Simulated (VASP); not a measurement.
A run of VASP 6.6.1 is set up as follows.

The input INCAR:

```
ALGO = Normal ; EDIFF = 1E-6
ENCUT = 520 ; GGA = PE
ISIF = 2 ; ISMEAR = 0
ISPIN = 2 ; LASPH = True
LCHARG = False ; LMAXMIX = 4
LORBIT = 11 ; LREAL = False
LWAVE = False ; MAGMOM = 0.5 0
NBANDS = 19 ; NELM = 80
NUPDOWN = 3 ; PREC = Accurate
SIGMA = 0.05
```

Contents of KPOINTS:

```
k-points
0
Gamma
  7 7 7
```

Contents of POSCAR:

```
TaN
1.0
    0.0000000000      2.1790013100      2.1790013100
    2.1790013100      0.0000000000      2.1790013100
    2.1790013100      2.1790013100      0.0000000000
Ta N
1 1
Direct
    0.5000000000      0.5000000000      0.5000000000
    0.0000000000      0.0000000000      0.0000000000
```

Potentials or basis: VASP PAW PBE potentials, release 64 (Ta_pv, N).

Run with:

```sh
$ cat potpaw_PBE.64/Ta_pv/POTCAR potpaw_PBE.64/N/POTCAR > POTCAR
$ mpirun -np 1 vasp_std > vasp.out
```

What does it give for the pressure?

71.5 GPa.

Caveat: the moment is held away from its start; a pressure of tens of GPa on the cell as given is suspect, and the run, the potentials or the cell itself is likely at fault; the total moment is fixed, so each spin has its own Fermi level. The run has no spin-orbit coupling, so splittings on Ta are missing.
